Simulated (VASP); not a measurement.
# Si: relaxation of the atoms

Si, defect, 53 atoms in the cell. PBE; PAW potentials Si (PBE set).

## Input

INCAR:
```
SYSTEM = Si
  ALGO = Normal
  EDIFF = 1E-6
  EDIFFG = -0.02
  ENCUT = 300
  GGA = PE
  IBRION = 2
  ISIF = 2
  ISMEAR = 0
  ISPIN = 2
  LASPH = .TRUE.
  LCHARG = .FALSE.
  LORBIT = 11
  LREAL = Auto
  LWAVE = .FALSE.
  MAGMOM = 0 0 0 0 0 0 0 0 0 0 0 0 0 0 0 0 0 0 0 0 0 0 0 0 0 0 0.25 0 0.25 0 0 0 0.25 0 0 0 0 0 0 0 0 0 0 0 0.25 0 0 0 0 0 0 0 0
  NCORE = 2
  NELECT = 211.0
  NELM = 100
  NSW = 80
  NUPDOWN = 1
  PREC = Normal
  SIGMA = 0.02
```

KPOINTS:
```
k-points
0
Gamma
  1 1 1
```

POSCAR:
```
Si
1.0
    0.0000000000      8.1655535595      8.1655535595
    8.1655535595      0.0000000000      8.1655535595
    8.1655535595      8.1655535595      0.0000000000
Si
53
Direct
    0.1666670000      0.1666670000      0.5000000000
    0.1666670000      0.1666670000      0.8333330000
    0.1666670000      0.5000000000      0.1666670000
    0.1666670000      0.5000000000      0.5000000000
    0.1666670000      0.5000000000      0.8333330000
    0.1666670000      0.8333330000      0.1666670000
    0.1666670000      0.8333330000      0.5000000000
    0.1666670000      0.8333330000      0.8333330000
    0.5000000000      0.1666670000      0.1666670000
    0.5000000000      0.1666670000      0.5000000000
    0.5000000000      0.1666670000      0.8333330000
    0.5000000000      0.5000000000      0.1666670000
    0.5000000000      0.5000000000      0.5000000000
    0.5000000000      0.5000000000      0.8333330000
    0.5000000000      0.8333330000      0.1666670000
    0.5000000000      0.8333330000      0.5000000000
    0.5000000000      0.8333330000      0.8333330000
    0.8333330000      0.1666670000      0.1666670000
    0.8333330000      0.1666670000      0.5000000000
    0.8333330000      0.1666670000      0.8333330000
    0.8333330000      0.5000000000      0.1666670000
    0.8333330000      0.5000000000      0.5000000000
    0.8333330000      0.5000000000      0.8333330000
    0.8333330000      0.8333330000      0.1666670000
    0.8333330000      0.8333330000      0.5000000000
    0.8333330000      0.8333330000      0.8333330000
    0.2444530000      0.2511560000      0.2495550000
    0.2500000000      0.2500000000      0.5833330000
    0.2516810000      0.2500400000      0.9166230000
    0.2500000000      0.5833330000      0.2500000000
    0.2500000000      0.5833330000      0.5833330000
    0.2500000000      0.5833330000      0.9166670000
    0.2497770000      0.9200590000      0.2478310000
    0.2500000000      0.9166670000      0.5833330000
    0.2500000000      0.9166670000      0.9166670000
    0.5833330000      0.2500000000      0.2500000000
    0.5833330000      0.2500000000      0.5833330000
    0.5833330000      0.2500000000      0.9166670000
    0.5833330000      0.5833330000      0.2500000000
    0.5833330000      0.5833330000      0.5833330000
    0.5833330000      0.5833330000      0.9166670000
    0.5833330000      0.9166670000      0.2500000000
    0.5833330000      0.9166670000      0.5833330000
    0.5833330000      0.9166670000      0.9166670000
    0.9158850000      0.2472900000      0.2496070000
    0.9166670000      0.2500000000      0.5833330000
    0.9166670000      0.2500000000      0.9166670000
    0.9166670000      0.5833330000      0.2500000000
    0.9166670000      0.5833330000      0.5833330000
    0.9166670000      0.5833330000      0.9166670000
    0.9166670000      0.9166670000      0.2500000000
    0.9166670000      0.9166670000      0.5833330000
    0.9166670000      0.9166670000      0.9166670000
```

Commands:
```
cat potpaw_PBE.64/Si/POTCAR > POTCAR
mpirun -np 4 vasp_gam > vasp.out
```

## Result

- Ionic steps: 35
- SCF steps in all: 238

Ionic steps:

| Step | Energy (eV) | Largest force (eV/A) | SCF steps |
|---|---|---|---|
| 1 | -275.01560 | 0.7136 | 18 |
| 2 | -275.17381 | 0.4884 | 9 |
| 3 | -275.18425 | 0.4371 | 7 |
| 4 | -275.23098 | 0.3903 | 7 |
| 5 | -275.27571 | 0.3341 | 8 |
| 6 | -275.31699 | 0.2759 | 7 |
| 7 | -275.33827 | 0.2827 | 7 |
| 8 | -275.36596 | 0.2310 | 8 |
| 9 | -275.37739 | 0.1709 | 8 |
| 10 | -275.37821 | 0.1741 | 6 |
| 26 | -275.44109 | 0.0714 | 6 |
| 27 | -275.44324 | 0.0379 | 6 |
| 28 | -275.44404 | 0.0534 | 6 |
| 29 | -275.44571 | 0.0334 | 6 |
| 30 | -275.44576 | 0.0340 | 4 |
| 31 | -275.44653 | 0.0247 | 5 |
| 32 | -275.44658 | 0.0317 | 4 |
| 33 | -275.44717 | 0.0228 | 5 |
| 34 | -275.44726 | 0.0279 | 4 |
| 35 | -275.44761 | 0.0161 | 5 |

VASP 6.6.1 took 1322 s on 4 cores (Intel Xeon Platinum 8375C @ 2.90GHz (Ice Lake)), a shared host.
